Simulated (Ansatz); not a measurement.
Crystal: Pb.

```
Pb
1.0
    -1.97966    1.97966    1.97966
     1.97966   -1.97966    1.97966
     1.97966    1.97966   -1.97966
Pb
1
Direct
  0.00000 0.00000 0.00000
```

This isn't the form of Pb at room conditions, which is fcc.

| Item | Value |
| --- | --- |
| Program | Ansatz 0.2.0 |
| Task | relaxation of cell and atoms |
| Functional | HF |
| Potentials or basis | Ansatz PAW |
| Cutoff | 420 eV (not typed: the program's choice for these potentials) |
| k mesh | 5 × 5 × 5 |
| Occupations | fermi-dirac, width 0.05 eV |
| Spin | no spin polarisation |

At the start: volume 31.03 Å³/atom.

Q: How do energy, volume and symmetry change on relaxing?

A: It ends after 6 steps and the volume is 35.58 Å³/atom (+14.7 %); space group Im-3m (No. 229, to 0.05 Å).

The path:
| step | energy change (eV) | largest force (eV/Å) | volume (Å³) |
| --- | --- | --- | --- |
| 1 | 0.0000 | 0.0000 | 31.03 |
| 2 | -0.0826 | 0.0000 | 35.80 |
| 3 | -0.0828 | 0.0000 | 35.64 |
| 4 | -0.0837 | 0.0000 | 35.64 |
| 5 | -0.0837 | 0.0000 | 35.58 |
| 6 | -0.0837 | 0.0000 | 35.58 |

Final structure:
```
Pb
1.0
    -2.07197    2.07197    2.07197
     2.07197   -2.07197    2.07197
     2.07197    2.07197   -2.07197
Pb
1
Direct
  0.00000 0.00000 0.00000
```

Caveat: the k mesh is coarse (spacing up to 0.45 Å⁻¹), so the values aren't converged, least of all with exact exchange; the plane-wave basis is chosen anew once the cell has moved, so the energies of steps on either side of that aren't comparable; the PAW data sets come from PBE, with cores solved anew for the run's functional, which leaves a small shift of forces and pressure.
